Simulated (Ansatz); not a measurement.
Program: Ansatz. Geometries: PBE0-D4/def2-TZVP. ΔE: electronic, gas phase. CBS: MP2 limit from def2 TZ/QZ plus the TZ coupled-cluster correction, frozen cores. This one scheme is used for every species, atoms too. DFT in def2-TZVPP. B3LYP here is the variant with VWN-RPA as its local correlation; programs differ in this. HSE06 is defined as in plane-wave codes. No spin–orbit coupling; open shells (•) take unrestricted orbitals. Spin–orbit coupling would lower the free atoms: a little for C.

Consider the atomization: `C1=CCCC=C1` → 6 C• + 8 H•.

```tsv
level	ΔE (kJ/mol)	difference from CCSD(T)/CBS
BLYP-D4	6172.5	4.0
B3LYP-D4	6187.6	19.1
HSE06-D4	6267.2	98.7
ωB97M-V	6194.5	26.0
PBE	6327.9	159.4
CAM-B3LYP	6178.7	10.2
HF/def2-SVP	4723.8	-1444.7
MP2/def2-TZVPP	6146.0	-22.5
CCSD(T)/def2-TZVPP	6034.1	-134.4
HF/def2-QZVPP	4635.1	-1533.4
CCSD(T)/CBS	6168.5	0
```

Largest T1 diagnostic among the species: 0.011.

From BLYP to BHLYP (50 % exact exchange), in def2-TZVPP and without D4, ΔE moves by −113.9 kJ/mol: exact exchange takes away binding that semilocal exchange gives to molecules. Leaving LDA and LC-ωPBE aside and taking each functional with its dispersion term where it has one, the values, not all of them listed here, spread over 336.9 kJ/mol, from BHLYP-D4 to PBE-D4. LDA lies +751.1 kJ/mol from PBE without D4, its usual overbinding.

For atomizations the MP2-based limit and the directly extrapolated one differ by several kJ/mol either way, and by 10 to 25 for some Ge, Se and Sn compounds, so smaller differences from it don't rank the levels.
